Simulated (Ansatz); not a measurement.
Ti3Al under changes of volume

One of the cells (17.120 Å³/atom); the others are scaled copies at fixed shape and fractional positions:

```
CELL_PARAMETERS angstrom
2.92754 0.00000 0.00000
-1.46377 2.53533 0.00000
0.00000 0.00000 9.22636
ATOMIC_POSITIONS crystal
Ti 0.33333 0.66667 0.24941
Ti 0.33333 0.66667 0.75059
Ti 0.66667 0.33333 0.00000
Al 0.66667 0.33333 0.50000
```

The cell comes from a database or a generator and needn't be the stable form of this composition.

- Program: Ansatz 0.2.0
- Functional: LDA
- Potentials or basis: Ansatz PAW
- Cutoff: 420 eV (not typed: the program's choice for these potentials)
- k mesh: 10 × 10 × 3
- Occupations: fermi-dirac, width 0.05 eV
- Spin: no spin polarisation

```tsv
volume (Å³/atom)	energy over the lowest point (meV/atom)	pressure (GPa)	largest force (eV/Å)
16.093	0.00	-0.3	0.102
16.435	?	?	?
16.778	11.88	-5.0	0.126
17.120	24.91	-7.1	0.138
17.463	42.08	-8.9	0.149
17.805	62.97	-10.5	0.160
18.147	87.23	-12.0	0.171
```

What does the run at 16.435 Å³/atom give?

Energy over the lowest point 3.41 meV/atom; pressure -2.8 GPa; largest force 0.114 eV/Å.

Worked out: A Birch-Murnaghan fit of order 3 (a polynomial in V^(-2/3)) to the other rows has its minimum at 16.05 Å³/atom, just outside them, with B0 = V·E''(V) = 124 GPa and B' = 3.7 at fixed shape and positions, which overstates the stiffness. It gives 3.41 meV/atom at 16.435 Å³/atom, against the run's 3.41, and -dE/dV = -2.8 GPa, against -2.8.

Energies are extrapolated to zero smearing.

Caveats: the PAW data sets come from PBE, with cores solved anew for the run's functional, which leaves a small shift of forces and pressure.
